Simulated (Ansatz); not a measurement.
# TiO2: the cost of one run

Computed with Ansatz 0.2.0 (DFT, PBE, plane-wave PAW, default files, scalar-relativistic, as far as a step names no other, unless a step's input says otherwise).

## 1. Starting point

The structure is orthorhombic, space group Pbcn (No. 60). The conventional cell has a = 4.545 Å, b = 5.520 Å, c = 4.909 Å, α = 90.00°, β = 90.00°, γ = 90.00°. Ti (site symmetry 2) has 6 O at 1.88 to 2.09 Å as nearest neighbours. O (site symmetry 1) is surrounded by 3 Ti at 1.88 to 2.09 Å.

Coordinates:

```
Ti O
1.0
     4.54535    0.00000    0.00000
     0.00000    5.51962    0.00000
     0.00000    0.00000    4.90920
Ti O
4 8
Cartesian
  2.2727 3.7147 3.6819
  0.0000 4.5648 1.2273
  2.2727 1.8050 1.2273
  0.0000 0.9548 3.6819
  3.3115 3.4126 0.3994
  1.0388 4.8668 4.5098
  3.5065 4.8668 2.8540
  1.2338 3.4126 2.0552
  3.3115 2.1070 2.8540
  1.0388 0.6528 2.0552
  3.5065 0.6528 0.3994
  1.2338 2.1070 4.5098
```

## 2. Single point at the given positions

File input.yaml:

```yaml
crystal:
  lattice:
    - [4.54534955, 0.0, 0.0]
    - [0.0, 5.51961944, 0.0]
    - [0.0, 0.0, 4.90919686]
  atoms:
    - { symbol: Ti, position: [0.5, 0.67299093, 0.75] }
    - { symbol: Ti, position: [0.0, 0.82700907, 0.25] }
    - { symbol: Ti, position: [0.5, 0.32700907, 0.25] }
    - { symbol: Ti, position: [0.0, 0.17299093, 0.75] }
    - { symbol: O, position: [0.72854938, 0.61827536, 0.08135092] }
    - { symbol: O, position: [0.22854938, 0.88172464, 0.91864908] }
    - { symbol: O, position: [0.77145062, 0.88172464, 0.58135092] }
    - { symbol: O, position: [0.27145062, 0.61827536, 0.41864908] }
    - { symbol: O, position: [0.72854938, 0.38172464, 0.58135092] }
    - { symbol: O, position: [0.22854938, 0.11827536, 0.41864908] }
    - { symbol: O, position: [0.77145062, 0.11827536, 0.08135092] }
    - { symbol: O, position: [0.27145062, 0.38172464, 0.91864908] }
kpoints:
  mp_grid: { grid: [5, 4, 4] }
scf:
  occupations: { method: fermi_dirac, width: 0.02 }
hamiltonian:
  xc: pbe
  pseudopotentials: { kind: paw }
output:
  forces: true
  stress: true
  populations: true
  efg:
    quadrupole_moments_barn: { Ti: 0.247, O: -0.02558 }
    contact_densities: true
```

Command:

```sh
$ ansatz run input.yaml --threads 1 --pin off --max-ram 2560MiB --backend cpu --events-out ev --progress --plain --runs-dir out
```

What time and memory should one allow on 1 thread of Intel Xeon Platinum 8488C (Sapphire Rapids), shared host?

About 12 s, with a peak of 0.55 GiB.
